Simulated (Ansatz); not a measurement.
The cell is a database entry far from equilibrium at this level of theory, probably a faulty or high-pressure entry; it serves as a test geometry alone. The listed cell was then made from it by scaling, straining or moving an atom.

An input for TaN: DFT, PBE, all-electron PAW with datasets made for the crystal, scalar-relativistic (Ansatz 0.2.0).

Command: `ansatz run input.yaml --threads 1 --pin off --max-ram 4096MiB --backend cpu --events-out ev --progress --plain --runs-dir out` The run took 37 s on 1 thread of Intel(R) Xeon(R) 6975P-C (Granite Rapids), with other jobs on the host, peak memory 0.91 GiB.

```yaml
crystal:
  lattice:
    - [2.9877386998, 0.0, 0.0]
    - [-1.49386935, 2.587457614, 0.0]
    - [0.0, 0.0, 4.839155377]
  atoms:
    - { symbol: Ta, position: [0.3333333333, 0.6666666667, 0.0] }
    - { symbol: Ta, position: [0.6666666667, 0.3333333333, 0.5] }
    - { symbol: "N", position: [0.3333333333, 0.6666666667, 0.385] }
    - { symbol: "N", position: [0.6666666667, 0.3333333333, 0.885] }
kpoints:
  mp_grid: { grid: [9, 9, 5] }
scf:
  occupations: { method: fermi_dirac, width: 0.01 }
hamiltonian:
  xc: pbe
  pseudopotentials: { kind: all_electron, datasets: crystal }
output:
  forces: true
  stress: true
  eigenvalues: true
  efg: { contact_densities: true }
```

The results part of the log:

```
SCF 1 converged in 9 iterations: F = -852113.658726 eV  dr2 = 3.55e-8
  Residual-converged pass: ⟨swp⟩=3.9  Hψ=3914  notcnv=0  max |occ|·‖R‖ = 6.6e-6 eV (tolerance 6.7e-6 eV)  dr2=3.50e-8  dr2_onsite=8.85e-9  max |Δocc| = 4.9e-10
  greatest PAW one-centre occupation: 0.994 electrons in one spin orbital (limit 2), on the Ta atom at site 1 (counted from 0), in its partial waves of l = 3
SCF converged after 9 iterations
Free energy (F): -852113.658726 eV
Harris-Foulkes:  -852113.658726 eV  (|F-HF|=8.15e-10)
Internal energy: -852113.657307 eV  (E = F + TS)
E sigma→0 (E₀):  -852113.658017 eV
Entropy (-TS):   -0.001418 eV (-0.355 meV/atom)
Past the cutoff: the bands carry plane waves up to 1.75 times it, of which those up to 1.5 times it add -0.000256 eV an atom, each by itself; the spheres take 0.000207 eV an atom off the energy for waves past 1.75 times it
By the cutoff:   a pressure is off by up to 0.008 GPa (1.2 times the spheres' own share and the shells' term, over an atom's volume, and 0.004 GPa: a bound that held against runs at twice the plane waves)
Past the cutoffs: a stress includes 0.0024 GPa for waves and charges beyond them, in addition to the slope of what the spheres take
In the spheres:  the bands' charges fall short by 1.4e-6 e at most (sound up to 1e-3)
Fermi energy:    30.238217 eV
--- Per-component energies (eV) ---
  The terms above E_closure are by the made datasets' own strengths, without shells solved beside the bands.
--- Forces (eV/Å), atoms counted from 1 ---
  atom   1  Ta     0.00000000    -0.00000000     2.44637266
  atom   2  Ta     0.00000000     0.00000000     2.44637266
  atom   3  N      0.00000000    -0.00000000    -2.44630318
  atom   4  N     -0.00000000     0.00000000    -2.44630318
  max |Σ_I F_I| component: 1.39e-4 eV/Å
--- Stress (GPa, compression-positive) ---
      194.201699       0.000000       0.000000
        0.000000     194.201699       0.000000
        0.000000       0.000000     162.713845
  P = ⅓ Tr σ = 183.7057 GPa (1837.057 kbar)
--- PAW observables at the nuclei: V_zz in 10²¹ V/m², potentials from the cell's mean, atoms counted from 1 ---
  atom   1  Ta V_zz =   +12.498688   η = 0.0000   by run symmetry: allowed
            electrostatic potential = -14506.399166 V   contact ρ = 8150693.797386 e/Å³
  atom   2  Ta V_zz =   +12.498688   η = 0.0000   by run symmetry: allowed
            electrostatic potential = -14506.399166 V   contact ρ = 8150693.797386 e/Å³
  atom   3  N  V_zz =    +1.079787   η = 0.0000   by run symmetry: allowed
            electrostatic potential = -534.304281 V   contact ρ = 1415.703683 e/Å³
  atom   4  N  V_zz =    +1.079787   η = 0.0000   by run symmetry: allowed
            electrostatic potential = -534.304281 V   contact ρ = 1415.703683 e/Å³
--- Band table (eV; the first three rows and the last of 36) ---
  k-point 0: bands = ["-38.1484", "-38.0228", "-6.1572", "-4.8176", "-4.8176", "-4.5824", "-4.5824", "-4.4954", "9.4419", "10.0474", "10.3731", "10.4134", "10.4134", "10.4157", "10.4157", "10.4467", "10.4504", "10.4504", "10.4870", "10.4870", "10.5039", "10.5069", "11.5098", "12.6234", "20.9592", "20.9592", "21.3083", "22.0146", "22.0146", "22.6607", "29.3070", "29.3070", "30.0375", "32.5501", "33.0749", "33.0749", "34.8397", "36.1442", "37.2983"]
  k-point 1: bands = ["-38.1366", "-38.0349", "-6.0171", "-4.7955", "-4.7955", "-4.6771", "-4.6053", "-4.6053", "9.5668", "10.0247", "10.3797", "10.4075", "10.4075", "10.4082", "10.4082", "10.4395", "10.4624", "10.4624", "10.4895", "10.4895", "10.5042", "10.5066", "11.6645", "12.6057", "21.0226", "21.0226", "21.0494", "21.8706", "21.8706", "22.0634", "29.7126", "29.7126", "30.5715", "32.9423", "33.0069", "33.0069", "35.3701", "36.3065", "37.0417"]
  k-point 2: bands = ["-38.1054", "-38.0665", "-5.6347", "-5.1256", "-4.7373", "-4.7373", "-4.6646", "-4.6646", "9.7927", "9.9483", "10.3978", "10.3994", "10.3994", "10.4004", "10.4004", "10.4208", "10.4799", "10.4799", "10.4897", "10.4897", "10.5050", "10.5059", "12.0699", "12.4550", "20.7522", "21.0990", "21.2231", "21.2231", "21.5435", "21.5435", "30.8105", "30.8105", "31.6702", "32.1922", "32.1922", "32.6802", "36.7415", "37.3128", "37.4900"]
  k-point 35: bands = ["-37.9957", "-37.9957", "-6.0605", "-6.0605", "-5.5117", "-5.3714", "-4.8645", "-4.8645", "10.2801", "10.2801", "10.3929", "10.3929", "10.4267", "10.4267", "10.4308", "10.4381", "10.4517", "10.4517", "10.4599", "10.4630", "10.4630", "10.4641", "13.6586", "13.6586", "21.2368", "21.2368", "21.7995", "22.8099", "23.9248", "23.9248", "27.8459", "28.3842", "31.7743", "31.7743", "33.2407", "33.7600", "35.6385", "35.6385", "38.5230"]
```
